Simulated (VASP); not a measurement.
# TiS2 in VASP: relaxation of cell and atoms with PBE

Aim: the relaxation of cell and atoms of TiS2 with PBE.

Everything below comes from runs of VASP 6.6.1. Logs are shortened: lines on timing, memory, paths and dates and some standing lists are left out, and cuts for length are marked.

## 1. The structure

The cell holds a sheet with vacuum, 3 atoms: a = 3.400 Å, b = 3.400 Å, c = 18.860 Å, α = 90.00°, β = 90.00°, γ = 120.00°.

The cell was built by a generator and needn't be a form met in nature.

## 2. Relaxation of cell and atoms, PBE

INCAR

```
PREC = Accurate
ENCUT = 600
EDIFF = 1E-7
ISMEAR = 0
SIGMA = 0.08
LREAL = F
LASPH = T
NELM = 120
ALGO = Fast
ISIF = 3
LWAVE = F
LCHARG = F
GGA = PE
IBRION = 2
NSW = 40
EDIFFG = -0.005
LATTICE_CONSTRAINTS = .TRUE. .TRUE. .FALSE.
KPAR = 2
```

KPOINTS

```
Automatic mesh
0
Gamma
  12 12 1
```

POSCAR

```
TiS2
1.0
    3.4000000000      0.0000000000      0.0000000000
   -1.7000000000      2.9444863700      0.0000000000
    0.0000000000      0.0000000000     18.8600000000
S Ti
2 1
Direct
    0.3333330000      0.6666670000      0.4241781500
    0.6666670000      0.3333330000      0.5758218500
    0.0000000000      0.0000000000      0.5000000000
```

Potentials or basis: VASP PAW PBE potentials, release 64 (S, Ti_sv).

Command:

```console
$ cat potpaw_PBE.64/S/POTCAR potpaw_PBE.64/Ti_sv/POTCAR > POTCAR
$ mpirun -np 2 vasp_std > vasp.out
```

OUTCAR:

```text
PREC = Accurate
   ENCUT = 600
   EDIFF = 1E-7
   ISMEAR = 0
   LREAL = F
   LASPH = T
   NELM = 120
   ISIF = 3
   GGA = PE
   IBRION = 2
   NSW = 40
   EDIFFG = -0.005

 ion  position               nearest neighbor table
   1  0.333  0.667  0.424-   3 2.43   3 2.43   3 2.43
   2  0.667  0.333  0.576-   3 2.43   3 2.43   3 2.43
   3  0.000  0.000  0.500-   1 2.43   2 2.43   1 2.43   2 2.43   2 2.43   1 2.43

  LATTYP: Found a hexagonal cell.
 ALAT       =     3.4000000000
 C/A-ratio  =     5.5470588235

  Lattice vectors:

 A1 = (   3.4000000000,   0.0000000000,   0.0000000000)
 A2 = (  -1.7000000000,   2.9444863700,   0.0000000000)
 A3 = (   0.0000000000,   0.0000000000,  18.8600000000)

Analysis of symmetry for initial positions (statically):
=====================================================================
 Subroutine PRICEL returns:
 Original cell was already a primitive cell.

 Routine SETGRP: Setting up the symmetry group for a
 hexagonal supercell.

 Subroutine GETGRP returns: Found 12 space group operations
 (whereof 12 operations were pure point group operations)
 out of a pool of 24 trial point group operations.

The static configuration has the point symmetry D_3d.

Analysis of symmetry for dynamics (positions and initial velocities):
=====================================================================
 Subroutine PRICEL returns:
 Original cell was already a primitive cell.

 Routine SETGRP: Setting up the symmetry group for a
 hexagonal supercell.

 Subroutine GETGRP returns: Found 12 space group operations
 (whereof 12 operations were pure point group operations)
 out of a pool of 24 trial point group operations.

The dynamic configuration has the point symmetry D_3d.

 Subroutine INISYM returns: Found 12 space group operations
 (whereof 12 operations are pure point group operations),
 and found     1 'primitive' translations

----------------------------------------------------------------------------------------

                                     Primitive cell

  volume of cell :     188.8122

  direct lattice vectors                    reciprocal lattice vectors
     3.400000000  0.000000000  0.000000000     0.294117647  0.169808903  0.000000000
    -1.700000000  2.944486370  0.000000000     0.000000000  0.339617806  0.000000000
     0.000000000  0.000000000 18.860000000     0.000000000  0.000000000  0.053022269

  length of vectors
     3.400000000  3.399999998 18.860000000     0.339617805  0.339617806  0.053022269

  position of ions in fractional coordinates (direct lattice)
     0.333333000  0.666667000  0.424178150
     0.666667000  0.333333000  0.575821850
     0.000000000  0.000000000  0.500000000

  ion indices of the primitive-cell ions
   primitive index   ion index
                 1           1
                 2           2
                 3           3

----------------------------------------------------------------------------------------

 KPOINTS: Automatic mesh

Automatic generation of k-mesh.
 Grid dimensions read from file:
 generate k-points for:   12   12    1

 Generating k-lattice:

  Cartesian coordinates                     Fractional coordinates (reciprocal lattice)
     0.024509804  0.014150742  0.000000000     0.083333333  0.000000000  0.000000000
     0.000000000  0.028301484  0.000000000     0.000000000  0.083333333  0.000000000
     0.000000000  0.000000000  0.053022269     0.000000000  0.000000000  1.000000000

  Length of vectors
     0.028301484  0.028301484  0.053022269

  Shift w.r.t. Gamma in fractional coordinates (k-lattice)
     0.000000000  0.000000000  0.000000000

 Subroutine IBZKPT returns following result:
 ===========================================

 Found     19 irreducible k-points:

 Following reciprocal coordinates:
            Coordinates               Weight
  0.000000  0.000000  0.000000      1.000000
  0.083333  0.000000  0.000000      6.000000
  0.166667 -0.000000  0.000000      6.000000
  0.250000 -0.000000  0.000000      6.000000
  0.333333  0.000000  0.000000      6.000000
  0.416667  0.000000  0.000000      6.000000
[... 11 lines left out ...]
  0.333333  0.250000  0.000000     12.000000
  0.333333  0.333333  0.000000      2.000000
   k-points           NKPTS =     19   k-points in BZ     NKDIM =     19   number of bands    NBANDS=     16
   number of dos      NEDOS =    301   number of ions     NIONS =      3
   total plane-waves  NPLWV = 125440
   dimension x,y,z NGX =    28 NGY =   28 NGZ =  160
   dimension x,y,z NGXF=    56 NGYF=   56 NGZF=  320
   ions per type =               2   1
   NGX,Y,Z   is equivalent  to a cutoff of  13.69, 13.69, 14.10 a.u.
   NGXF,Y,Z  is equivalent  to a cutoff of  27.38, 27.38, 28.21 a.u.
 SYSTEM =  unknown system
   PREC   = accura    normal or accurate (medium, high low for compatibility)
   ISTART =      0    job   : 0-new  1-cont  2-samecut
   ICHARG =      2    charge: 1-file 2-atom 10-const
   ISPIN  =      1    spin polarized calculation?
   LNONCOLLINEAR =      F non collinear calculations
   LSORBIT =      F    spin-orbit coupling
   LASPH  =      T    aspherical Exc in radial PAW
   ENCUT  =  600.0 eV  44.10 Ry    6.64 a.u.   6.79  6.79 37.67*2*pi/ulx,y,z
   NELM   =    120;   NELMIN=  2; NELMDL= -5     # of ELM steps
   EDIFF  = 0.1E-06   stopping-criterion for ELM
   LREAL  =      F    real-space projection
   EDIFFG = -.5E-02   stopping-criterion for IOM
   NSW    =     40    number of steps for IOM
   IBRION =      2    ionic relax: 0-MD 1-quasi-New 2-CG
   NFREE  =      1    steps in history (QN), initial steepest desc. (CG)
   ISIF   =      3    stress and relaxation
   ISYM   =      2    0-nonsym 1-usesym 2-fastsym
   POTIM  = 0.5000    time-step for ionic-motion
   TEBEG  =    0.0;   TEEND  =   0.0 temperature during run
   PSTRESS=    0.0 pullay stress
   NELECT =      24.0000    total number of electrons
   NUPDOWN=      -1.0000    fix difference up-down
   EMIN   =  10.00;   EMAX   =-10.00  energy-range for DOS
   EFERMI =   0.00;   METHOD = LEGACY
   ISMEAR =     0;   SIGMA  =   0.08  broadening in eV -4-tet -1-fermi 0-gaus
   EFERMI_NEDOS =   21; number of points for ismear=-14 and -15
   IALGO  =     68    algorithm
   IMIX   =      4    mixing-type and parameters
     AMIX     =   0.40;   BMIX     =  1.00
     AMIX_MAG =   1.60;   BMIX_MAG =  1.00
  volume/ion in A,a.u.               =      62.94       424.72
  Fermi-wavevector in a.u.,A,eV,Ry     =   0.823130  1.555490  9.218536  0.677543
  Thomas-Fermi vector in A             =   1.934587
   LORBIT       =      0    0 simple, 1 ext, 2 COOP (PROOUT), +10 PAW based schemes
   GGA     = PE    functional components
   LHFCALC =     F    Hartree Fock is set to
   AEXX    =    0.0000 exact exchange contribution
   IVDW    =     0    specifies the selected vdW correction
   LEPSILON=     F    determine dielectric tensor
   LRPA    =     F    only Hartree local field effects (RPA)
 conjugate gradient relaxation of ions
 non-spin polarized calculation
 RMM-DIIS sequential band-by-band and
 Gauss-broadening in eV      SIGMA  =   0.08
  energy-cutoff  :      600.00
  volume of cell :      188.81
 maximum number of plane-waves:      6345
 NGX is ok and might be reduce to    28
   NGX = 13   NGY = 13   NGZ = 75

--------------------------------------- Ionic step        1  -------------------------------------------

 number of electron      23.9999997 magnetization

 Free energy of the ion-electron system (eV)
  ---------------------------------------------------
  ext. energy  EPLUGINS =         0.00000000
  ---------------------------------------------------
  free energy    TOTEN  =       -19.95553013 eV

  energy without entropy =      -19.95340967  energy(sigma->0) =      -19.95446990

------------------------ aborting loop because EDIFF is reached ----------------------------------------

  FORCE on cell =-STRESS in cart. coord.  units (eV):
  Direction    XX          YY          ZZ          XY          YZ          ZX
  --------------------------------------------------------------------------------------
  -------------------------------------------------------------------------------------
  Total        0.1284933      0.1284933     -0.1384568      0.0000000     -0.0000000      0.0000000
  in kB        1.0903372      1.0903372     -1.1748835      0.0000000     -0.0000000      0.0000000
  external PRESSURE =       0.3352636 kB  Pullay stress =       0.0000000 kB

 VOLUME and BASIS-vectors are now :
 -----------------------------------------------------------------------------
  energy-cutoff  :      600.00
  volume of cell :      188.81
      direct lattice vectors                 reciprocal lattice vectors
     3.400000000  0.000000000  0.000000000     0.294117647  0.169808903  0.000000000
    -1.700000000  2.944486370  0.000000000     0.000000000  0.339617806  0.000000000
     0.000000000  0.000000000 18.860000000     0.000000000  0.000000000  0.053022269

 POSITION                                       TOTAL-FORCE (eV/Angst)
 -----------------------------------------------------------------------------------
     -0.00000      1.96299      8.00000         0.000000     -0.000000      0.044320
      1.70000      0.98149     10.86000        -0.000000      0.000000     -0.044320
      0.00000      0.00000      9.43000        -0.000000      0.000000     -0.000000
 -----------------------------------------------------------------------------------
    total drift:                               -0.000000     -0.000000      0.000000

  FREE ENERGIE OF THE ION-ELECTRON SYSTEM (eV)
  ---------------------------------------------------
  free  energy   TOTEN  =       -19.9555301334 eV
[... 91 lines left out ...]
 VOLUME and BASIS-vectors are now :
 -----------------------------------------------------------------------------
  energy-cutoff  :      600.00
  volume of cell :      190.09
      direct lattice vectors                 reciprocal lattice vectors
     3.411524468  0.000000000  0.000000000     0.293124089  0.169235272  0.000000000
    -1.705762234  2.954466852  0.000000000    -0.000000000  0.338470543  0.000000000
     0.000000000  0.000000000 18.860000000     0.000000000  0.000000000  0.053022269

 POSITION                                       TOTAL-FORCE (eV/Angst)
 -----------------------------------------------------------------------------------
     -0.00000      1.96965      8.00755         0.000000      0.000000      0.015022
      1.70576      0.98482     10.85245        -0.000000      0.000000     -0.015022
     -1.70576      2.95447      9.43000         0.000000      0.000000      0.000000
 -----------------------------------------------------------------------------------
    total drift:                               -0.000000      0.000000      0.000000

  FREE ENERGIE OF THE ION-ELECTRON SYSTEM (eV)
  ---------------------------------------------------
  free  energy   TOTEN  =       -19.9563936585 eV

  energy  without entropy=      -19.9544958708  energy(sigma->0) =      -19.95544476

--------------------------------------- Ionic step        5  -------------------------------------------

 number of electron      23.9999998 magnetization

 Free energy of the ion-electron system (eV)
  ---------------------------------------------------
  ext. energy  EPLUGINS =         0.00000000
  ---------------------------------------------------
  free energy    TOTEN  =       -19.95641688 eV

  energy without entropy =      -19.95455411  energy(sigma->0) =      -19.95548550

 E-fermi :  -2.3756     XC(G=0):  -3.5754

 val. band max:       -2.3764557755   @ k =   0.0000   0.0000   0.0000
 cond. band min:      -2.3305571813   @ k =   0.5000  -0.0000   0.0000
 fundamental gap:      0.0458985942
 Fermi energy:        -2.3756214147

 k-point     1 :       0.0000    0.0000    0.0000
  band No.  band energies     occupation
      1     -60.1141      2.00000
      2     -36.3387      2.00000
      3     -36.2876      2.00000
      4     -36.2876      2.00000
      5     -15.9134      2.00000
      6     -14.7043      2.00000
[... 8 lines left out ...]
     15      -1.3181      0.00000
     16       1.2086      0.00000

 k-point     2 :       0.0833    0.0000    0.0000
  band No.  band energies     occupation
      1     -60.1133      2.00000
      2     -36.3370      2.00000
      3     -36.2962      2.00000
      4     -36.2896      2.00000
      5     -15.8334      2.00000
      6     -14.6784      2.00000
[... 8 lines left out ...]
     15      -1.1576      0.00000
     16       0.9155      0.00000
[... 334 lines left out ...]
 VOLUME and BASIS-vectors are now :
 -----------------------------------------------------------------------------
  energy-cutoff  :      600.00
  volume of cell :      190.14
      direct lattice vectors                 reciprocal lattice vectors
     3.411935574  0.000000000  0.000000000     0.293088770  0.169214880  0.000000000
    -1.705967787  2.954822880  0.000000000    -0.000000000  0.338429761  0.000000000
     0.000000000  0.000000000 18.860000000     0.000000000  0.000000000  0.053022269

 POSITION                                       TOTAL-FORCE (eV/Angst)
 -----------------------------------------------------------------------------------
     -0.00000      1.96988      8.00905         0.000000      0.000000     -0.000817
      1.70597      0.98494     10.85095        -0.000000      0.000000      0.000817
      0.00000      0.00000      9.43000        -0.000000      0.000000      0.000000
 -----------------------------------------------------------------------------------
    total drift:                               -0.000000      0.000000      0.000000

  FREE ENERGIE OF THE ION-ELECTRON SYSTEM (eV)
  ---------------------------------------------------
  free  energy   TOTEN  =       -19.9564168828 eV

  energy  without entropy=      -19.9545541093  energy(sigma->0) =      -19.95548550

 reached required accuracy - stopping structural energy minimisation
```

Run time: 2.9 min. Hardware: 2 MPI ranks of Intel Xeon 6975P-C (Granite Rapids), shared host; peak memory 0.41 GiB.

Results:

```
Free energy                            : -19.9564 eV
Relaxed volume                         : 63.38 Å³/atom
Relaxed cell                           : a = 3.412 Å, b = 3.412 Å, c = 18.860 Å, α = 90.00°, β = 90.00°, γ = 120.00°
Space group after relaxing (to 0.05 Å) : P-3m1 (No. 164)
Energy gained by relaxing              : 0.3 meV/atom
Ionic steps                            : 5
Band gap on the k mesh                 : 0.05 eV, indirect (least direct gap 0.43 eV)
```

Step by step:
```
step  energy change (eV)  largest force (eV/Å)  pressure (GPa)  volume (Å³)
   1              0.0000                0.0443            0.03       188.81
   2             -0.0005                0.0555           -0.05       189.59
   3             -0.0005                0.0611           -0.08       189.96
   4             -0.0009                0.0150           -0.02       190.09
   5             -0.0009                0.0008            0.01       190.14
```

Final structure:
```xyz
3
Lattice="3.4119 0.0000 0.0000 -1.7060 2.9548 0.0000 0.0000 0.0000 18.8600" Properties=species:S:1:pos:R:3 pbc="T T T"
S     0.0000    1.9699    8.0091
S     1.7060    0.9849   10.8509
Ti    0.0000    0.0000    9.4300
```

As with any semilocal functional, this PBE gap is likely too small.
